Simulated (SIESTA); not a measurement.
AlN:

```
Al N
1.0
     3.11300    0.00000    0.00000
    -1.55650    2.69594    0.00000
     0.00000    0.00000    4.98100
Al N
2 2
Direct
  0.66667 0.33333 0.50000
  0.33333 0.66667 0.00000
  0.66667 0.33333 0.88000
  0.33333 0.66667 0.38000
```

Base run:

```yaml
Program: SIESTA 5.4.2
Functional: BLYP
Potentials_or_basis: PseudoDojo 0.4 standard (PBE files)
Basis: DZP (energy shift 0.003 Ry)
Grid_cutoff: 800 Ry
Energy_shift: 0.003 Ry
k_mesh: 10 × 10 × 6
Occupations: fermi-dirac, width 0.05 eV
Spin: no spin polarisation
```

Its results: band gap on the k mesh 4.66 eV, direct; pressure 9.7 GPa; largest force 0.123 eV/Å.

Problem. The run is repeated on the same cell with these changes: functional from BLYP to vdW-DF-cx. What comes out?

Solution. Band gap on the k mesh 4.34 eV, direct; pressure 3.6 GPa; largest force 0.138 eV/Å.

Caveats: the potentials were made for another functional, which shifts forces and pressure; the basis of atomic orbitals isn't converged, which shifts pressures, moduli and gaps.
